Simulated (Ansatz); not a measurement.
# SnSe2 (P-3m1) in Ansatz: further runs

The runs below take SnSe2 through single point, equation of state, with PBE+D4.

Everything below comes from runs of Ansatz 0.2.0. Logs are shortened: lines on timing, memory, paths and dates and some standing lists are left out, and cuts for length are marked.

### 1 The crystal as given

Symmetry: P-3m1, No. 164, trigonal system. The conventional cell has a = 3.811 Å, b = 3.811 Å, c = 6.136 Å, α = 90.00°, β = 90.00°, γ = 120.00°. Sn (site symmetry -3m) has 6 Se at 2.68 Å as nearest neighbours. Around Se (site symmetry 3m) lie 3 Sn at 2.68 Å.

### 2 Single point, PBE+D4, 24.18 Å³/atom (volume scaled by 0.94)

input.yaml

```yaml
crystal:
  lattice:
    - [3.7332026603, 0.0, 0.0]
    - [-1.8666013302, 3.2330483413, 0.0]
    - [0.0, 0.0, 6.0107403631]
  atoms:
    - { symbol: Sn, position: [0.0, 0.0, 0.0] }
    - { symbol: Se, position: [0.6666666667, 0.3333333333, 0.751] }
    - { symbol: Se, position: [0.3333333333, 0.6666666667, 0.249] }
hamiltonian:
  xc: pbe
  pseudopotentials: { kind: paw }
  dispersion: d4
kpoints:
  mp_grid: { grid: [8, 8, 5] }
scf:
  occupations: { method: fermi_dirac, width: 0.05 }
output:
  forces: true
  stress: true
  eigenvalues: true
  write_density: true
  write_potential: true
  elf: true
  volumetric_format: npy
```

Potentials or basis: Ansatz PAW.

On the command line:

```bash
$ ansatz run input.yaml --threads 2 --pin off --max-ram 5120MiB --backend cpu --events-out ev --progress --plain --runs-dir out
```

The program printed:

```text
Warning: RAYON_NUM_THREADS=2 ignored (pool sized by the plan → 2); use --threads N
Engine: ansatz 0.2.0, aarch64-unknown-linux-gnu
Pseudopotentials: kind: paw
Pseudopotential: Sn, paw, valence charge 14, recommended cutoff 420 eV (normal), Sn.paw.azcp
Pseudopotential: Se, paw, valence charge 16, recommended cutoff 420 eV (normal), Se.paw.azcp
Functional definition: PBE
  parameter kappa = 0.804
  parameter beta = 0.06672455060314922
  exchange = pbe_x(kappa = kappa, mu = beta*pi^2/3)
  correlation = pbe_c(beta = beta)
Crystal: 3 atoms, lattice volume = 72.547 Å³
Basis set: ecut = 420 eV, 1413 PW (Γ), exchange–correlation on 50×50×90 points (8 copies of the dense FFT grid, shifted against one another)
Bands: 28, of which v1, the nominal top of the filled ones, is band 23 counted from 1 (22 counted from 0)
Symmetry: 12 space group operations
Space group: P-3m1 (ITA 164), of the structure as read, at distance tolerance 4.2e-5 Å
k-points: 40 of 320
Non-local potential: Sn, projectors of the file, l = 0: 2, l = 1: 2, l = 2: 2, l = 3: 2
Non-local potential: Se, projectors of the file, l = 0: 2, l = 1: 2, l = 2: 3, l = 3: 1
PAW form: soft (Blöchl's): semilocal exchange-correlation on the pseudo side does not see the compensation charge
PAW one-centre angular grid: Sn, 590 points (default); XC on 64 Gauss nodes
PAW one-centre angular grid: Se, 590 points (default); XC on 64 Gauss nodes
Initial density: superposition of atomic densities (neutral atoms: chi_scale 0, normalization atom), corrected by the library's trained network
Initial wavefunctions: pseudopotential atomic-orbital guess
Functional: x = pbe(κ = 0.804, μ = 0.2195149727645171), c = pbe(β = 0.06672455060314922)
SCF iter   1: F=—  HF=-16964.296746 eV  |F-HF|=—  |Δ(HF+E_count)|=         —  Δρ=1.51e-3  dr2=1.67e-3  ethr=1.77e-3  ⟨swp⟩=6.5  Hψ=5000  notcnv=0
preconditioner: auto → Resta (q_TF=auto, 2.529 Å⁻¹)  ε∞=2.8  [insulator: Δε(μ)=0.904 eV  Ē_g=16.542 eV  σ=0.050 eV  W_gap=1.00  n_scr=22 (ndim 8)  ℏωp=22.2 eV  f_vac=0.061  D(μ)=0.00/eV (n_scr^D=0)  ε∞_Penn≈2.8]
SCF iter   2: F=—  HF=-16964.295582 eV  |F-HF|=—  |Δ(HF+E_count)|=   1.16e-3  Δρ=7.47e-4  dr2=2.69e-4  ethr=3.64e-6  ⟨swp⟩=2.6  Hψ=2228  notcnv=0
SCF iter   3: F=—  HF=-16964.295690 eV  |F-HF|=—  |Δ(HF+E_count)|=   1.08e-4  Δρ=3.00e-4  dr2=3.58e-5  ethr=5.84e-7  ⟨swp⟩=2.3  Hψ=1971  notcnv=0
SCF iter   4: F=—  HF=-16964.295705 eV  |F-HF|=—  |Δ(HF+E_count)|=   1.49e-5  Δρ=9.53e-5  dr2=4.59e-6  ethr=7.78e-8  ⟨swp⟩=2.9  Hψ=2017  notcnv=0
SCF iter   5: F=—  HF=-16964.295709 eV  |F-HF|=—  |Δ(HF+E_count)|=   3.66e-6  Δρ=1.81e-5  dr2=2.92e-7  ethr=9.98e-9  ⟨swp⟩=2.0  Hψ=1522  notcnv=0
SCF iter   6: F=-16964.295709 eV  HF=-16964.295709 eV  |F-HF|=4.77e-8  |Δ(HF+E_count)|=   2.69e-7  Δρ=7.16e-6  dr2=4.27e-8  ethr=2.17e-10  ⟨swp⟩=10.9  Hψ=8548  notcnv=0
SCF 1 converged in 6 iterations: F = -16964.295709 eV  dr2 = 4.27e-8
SCF converged after 6 iterations
Free energy (F): -16964.295709 eV
Harris-Foulkes:  -16964.295709 eV  (|F-HF|=4.77e-8)
Internal energy: -16964.295700 eV  (E = F + TS)
E sigma→0 (E₀):  -16964.295705 eV
Entropy (-TS):   -0.000009 eV (-0.003 meV/atom)
Fermi energy:    9.510429 eV
--- Per-component energies (eV) ---
  E_band       = -820.027609
  E_kinetic    = 430.131268
  E_local      = -5947.079147  (includes V_loc(G=0)·N_el)
  E_nonlocal   = -1222.615831
  E_hartree    = 3069.235157
  E_xc         = -591.960847
  E_vxc        = -294.239192  (∫ρ·V_xc dr)
  E_paw        = -7963.849744  (= ΣΔE_a)
  E_vpaw       = 75.309258  (= ΣTr[D̂ρ^β])
  E_aug_tail   = -0.001165  (compensation charges beyond the density's cutoff)
  E_ewald      = -4736.893041
  E_disp       = -1.262349  (pairwise vdW)
  E_smearing   = -0.000009  (= −TS)
  E_closure    = 0.000000  (closes the sum)
  Σ components = -16964.295709   (vs F -16964.295709, Δ=0.00e0)
--- Forces (eV/Å), atoms counted from 1 ---
  atom   1  Sn    -0.00000000     0.00000000     0.00000000
  atom   2  Se    -0.00000000     0.00000000    -1.48690142
  atom   3  Se     0.00000000    -0.00000000     1.48690142
  max |Σ_I F_I| component: 1.39e-17 eV/Å
--- Stress (GPa, compression-positive) ---
        8.260160       0.000000      -0.000000
        0.000000       8.260160      -0.000000
       -0.000000      -0.000000       9.579887
  P = ⅓ Tr σ = 8.7001 GPa (87.001 kbar)
--- Band table (eV; the first three rows and the last of 40) ---
  k-point 0: bands = ["-37.8059", "-37.8059", "-37.8059", "-37.8059", "-37.7704", "-37.7704", "-37.7695", "-37.7695", "-37.7558", "-37.7555", "-12.3137", "-12.3137", "-12.2614", "-12.2426", "-12.2426", "-5.4372", "-3.4189", "2.7942", "8.2837", "8.2837", "8.6218", "8.6218", "9.0603", "10.4597", "12.0346", "13.8143", "13.8143", "17.2530"]
  k-point 1: bands = ["-37.8059", "-37.8059", "-37.8059", "-37.8059", "-37.7703", "-37.7703", "-37.7696", "-37.7696", "-37.7557", "-37.7555", "-12.3137", "-12.3137", "-12.2613", "-12.2426", "-12.2426", "-5.3808", "-3.5494", "3.1216", "8.1412", "8.2424", "8.2424", "8.6872", "8.6872", "11.1159", "12.0587", "13.7048", "13.7048", "17.4806"]
  k-point 2: bands = ["-37.8059", "-37.8059", "-37.8059", "-37.8059", "-37.7702", "-37.7702", "-37.7698", "-37.7698", "-37.7557", "-37.7556", "-12.3137", "-12.3137", "-12.2612", "-12.2426", "-12.2426", "-5.2739", "-3.7682", "3.7912", "6.9857", "8.1942", "8.1942", "8.7759", "8.7759", "11.7193", "12.0753", "13.5372", "13.5372", "17.4298"]
  k-point 39: bands = ["-37.8056", "-37.8055", "-37.8053", "-37.8052", "-37.7704", "-37.7702", "-37.7701", "-37.7699", "-37.7551", "-37.7551", "-12.3614", "-12.3242", "-12.2513", "-12.2306", "-12.2169", "-3.1502", "-2.9106", "1.3554", "4.3062", "4.6783", "5.4441", "8.3185", "8.6201", "11.5672", "13.9874", "14.2141", "15.5666", "16.4712"]
```

Run time: 2.5 s. Hardware: 2 threads of Arm Neoverse V2, shared host; peak memory 0.38 GiB.

Results:

```yaml
Free_energy: -16964.2957 eV
Pressure: 8.7 GPa
Largest_force: 1.487 eV/Å
Band_gap_on_the_k_mesh: 0.89 eV, indirect (least direct gap 1.40 eV)
```

Caveat: odd divisions of the mesh miss points on the zone boundary, where band edges often lie, so the gap on the mesh can be too wide; spin-orbit coupling is left out, which moves the levels of the heavy elements; forces of over 1 eV/Å show positions far from the minimum, so gaps and moduli don't describe the material at rest.

### 3 Single point, PBE+D4, 24.70 Å³/atom (volume scaled by 0.96)

Edit input.yaml of step 2 so:

```diff
@@ -2,5 +2,5 @@
   lattice:
-    - [3.7332026603, 0.0, 0.0]
-    - [-1.8666013302, 3.2330483413, 0.0]
-    - [0.0, 0.0, 6.0107403631]
+    - [3.7594936861, 0.0, 0.0]
+    - [-1.8797468431, 3.2558170375, 0.0]
+    - [0.0, 0.0, 6.0530709152]
   atoms:
@@ -21,5 +21 @@
   eigenvalues: true
-  write_density: true
-  write_potential: true
-  elf: true
-  volumetric_format: npy
```

Potentials or basis: Ansatz PAW.

On the command line:

```bash
$ ansatz run input.yaml --threads 2 --pin off --max-ram 5120MiB --backend cpu --events-out ev --progress --plain --runs-dir out
```

Wall time 1.9 s (2 threads of Arm Neoverse V2, shared host); peak memory 0.38 GiB.

It converged, with:

| Quantity | Value |
| --- | --- |
| Free energy | -16964.3694 eV |
| Pressure | 6.6 GPa |
| Largest force | 1.239 eV/Å |
| Band gap on the k mesh | 0.86 eV, indirect (least direct gap 1.29 eV) |

Caveat: odd divisions of the mesh miss points on the zone boundary, where band edges often lie, so the gap on the mesh can be too wide; spin-orbit coupling is left out, which moves the levels of the heavy elements; forces of over 1 eV/Å show positions far from the minimum, so gaps and moduli don't describe the material at rest.

### 4 Single point, PBE+D4, 25.21 Å³/atom (volume scaled by 0.98)

Edit input.yaml of step 3 so:

```diff
@@ -2,5 +2,5 @@
   lattice:
-    - [3.7594936861, 0.0, 0.0]
-    - [-1.8797468431, 3.2558170375, 0.0]
-    - [0.0, 0.0, 6.0530709152]
+    - [3.7854220481, 0.0, 0.0]
+    - [-1.8927110241, 3.2782716577, 0.0]
+    - [0.0, 0.0, 6.0948175511]
   atoms:
```

On the command line:

```bash
$ ansatz run input.yaml --threads 2 --pin off --max-ram 5120MiB --backend cpu --events-out ev --progress --plain --runs-dir out
```

Wall time 1.9 s (2 threads of Arm Neoverse V2, shared host); peak memory 0.38 GiB.

Results (log left out):

```
Free energy            : -16964.4245 eV
Pressure               : 4.8 GPa
Largest force          : 1.010 eV/Å
Band gap on the k mesh : 0.84 eV, indirect (least direct gap 1.19 eV)
```

Caveat: odd divisions of the mesh miss points on the zone boundary, where band edges often lie, so the gap on the mesh can be too wide; spin-orbit coupling is left out, which moves the levels of the heavy elements; forces of over 1 eV/Å show positions far from the minimum, so gaps and moduli don't describe the material at rest.

### 5 Single point, PBE+D4, 25.73 Å³/atom

Edit input.yaml of step 4 so:

```diff
@@ -2,5 +2,5 @@
   lattice:
-    - [3.7854220481, 0.0, 0.0]
-    - [-1.8927110241, 3.2782716577, 0.0]
-    - [0.0, 0.0, 6.0948175511]
+    - [3.811, 0.0, 0.0]
+    - [-1.9055, 3.3004228138, 0.0]
+    - [0.0, 0.0, 6.136]
   atoms:
```

On the command line:

```bash
$ ansatz run input.yaml --threads 2 --pin off --max-ram 5120MiB --backend cpu --events-out ev --progress --plain --runs-dir out
```

Wall time 1.9 s (2 threads of Arm Neoverse V2, shared host); peak memory 0.38 GiB.

It converged, with:

- Free energy: -16964.4626 eV
- Pressure: 3.2 GPa
- Largest force: 0.799 eV/Å
- Band gap on the k mesh: 0.81 eV, indirect (least direct gap 1.10 eV)

Caveat: odd divisions of the mesh miss points on the zone boundary, where band edges often lie, so the gap on the mesh can be too wide; spin-orbit coupling is left out, which moves the levels of the heavy elements.

### 6 Single point, PBE+D4, 26.24 Å³/atom (volume scaled by 1.02)

Edit input.yaml of step 5 so:

```diff
@@ -2,5 +2,5 @@
   lattice:
-    - [3.811, 0.0, 0.0]
-    - [-1.9055, 3.3004228138, 0.0]
-    - [0.0, 0.0, 6.136]
+    - [3.8362391461, 0.0, 0.0]
+    - [-1.9181195731, 3.3222805555, 0.0]
+    - [0.0, 0.0, 6.1766369459]
   atoms:
```

Potentials or basis: Ansatz PAW.

On the command line:

```bash
$ ansatz run input.yaml --threads 2 --pin off --max-ram 5120MiB --backend cpu --events-out ev --progress --plain --runs-dir out
```

Wall time 2 s (2 threads of Arm Neoverse V2, shared host); peak memory 0.38 GiB.

Results (log left out):

* Free energy: -16964.4858 eV
* Pressure: 1.7 GPa
* Largest force: 0.604 eV/Å
* Band gap on the k mesh: 0.78 eV, indirect (least direct gap 1.02 eV)

Caveat: odd divisions of the mesh miss points on the zone boundary, where band edges often lie, so the gap on the mesh can be too wide; spin-orbit coupling is left out, which moves the levels of the heavy elements.

### 7 Single point, PBE+D4, 26.76 Å³/atom (volume scaled by 1.04)

Edit input.yaml of step 6 so:

```diff
@@ -2,5 +2,5 @@
   lattice:
-    - [3.8362391461, 0.0, 0.0]
-    - [-1.9181195731, 3.3222805555, 0.0]
-    - [0.0, 0.0, 6.1766369459]
+    - [3.861150488, 0.0, 0.0]
+    - [-1.930575244, 3.3438544104, 0.0]
+    - [0.0, 0.0, 6.2167461018]
   atoms:
```

On the command line:

```bash
$ ansatz run input.yaml --threads 2 --pin off --max-ram 5120MiB --backend cpu --events-out ev --progress --plain --runs-dir out
```

Wall time 1.9 s (2 threads of Arm Neoverse V2, shared host); peak memory 0.38 GiB.

Results (log left out):

| Item | Value |
| --- | --- |
| Free energy | -16964.4955 eV |
| Pressure | 0.4 GPa |
| Largest force | 0.424 eV/Å |
| Band gap on the k mesh | 0.76 eV, indirect (least direct gap 0.94 eV) |

Caveat: odd divisions of the mesh miss points on the zone boundary, where band edges often lie, so the gap on the mesh can be too wide; spin-orbit coupling is left out, which moves the levels of the heavy elements.

### 8 Single point, PBE+D4, 27.27 Å³/atom (volume scaled by 1.06)

Edit input.yaml of step 7 so:

```diff
@@ -2,5 +2,5 @@
   lattice:
-    - [3.861150488, 0.0, 0.0]
-    - [-1.930575244, 3.3438544104, 0.0]
-    - [0.0, 0.0, 6.2167461018]
+    - [3.8857444663, 0.0, 0.0]
+    - [-1.9428722331, 3.3651534204, 0.0]
+    - [0.0, 0.0, 6.2563442784]
   atoms:
@@ -21 +21,5 @@
   eigenvalues: true
+  write_density: true
+  write_potential: true
+  elf: true
+  volumetric_format: npy
```

On the command line:

```bash
$ ansatz run input.yaml --threads 2 --pin off --max-ram 5120MiB --backend cpu --events-out ev --progress --plain --runs-dir out
```

It took 2.8 s on 2 threads of Arm Neoverse V2, shared host; peak memory 0.39 GiB.

Results (log left out):

| Item | Value |
| --- | --- |
| Free energy | -16964.4931 eV |
| Pressure | -0.8 GPa |
| Largest force | 0.258 eV/Å |
| Band gap on the k mesh | 0.73 eV, indirect (least direct gap 0.87 eV) |

Caveat: odd divisions of the mesh miss points on the zone boundary, where band edges often lie, so the gap on the mesh can be too wide; spin-orbit coupling is left out, which moves the levels of the heavy elements.

### 9 Equation of state, PBE+D4

Potentials or basis: Ansatz PAW.

This step only gathers the single runs of the series.

What came out:

| Quantity | Value |
| --- | --- |
| Equilibrium volume | 26.90 Å³/atom |
| Bulk modulus at fixed shape and positions | 63 GPa |
| Pressure derivative of the bulk modulus | 4.7 |

Energy against volume, from the lowest point:
```
volume (Å³/atom)  energy (meV/atom)
          24.182              66.59
          24.697              42.01
          25.212              23.68
          25.726              10.95
          26.241               3.23
          26.755               0.00
          27.270               0.79
```

Caveat: the cell was scaled at fixed shape and fractional positions, which overstates the stiffness of a crystal with free parameters, most of all of layers and chains.
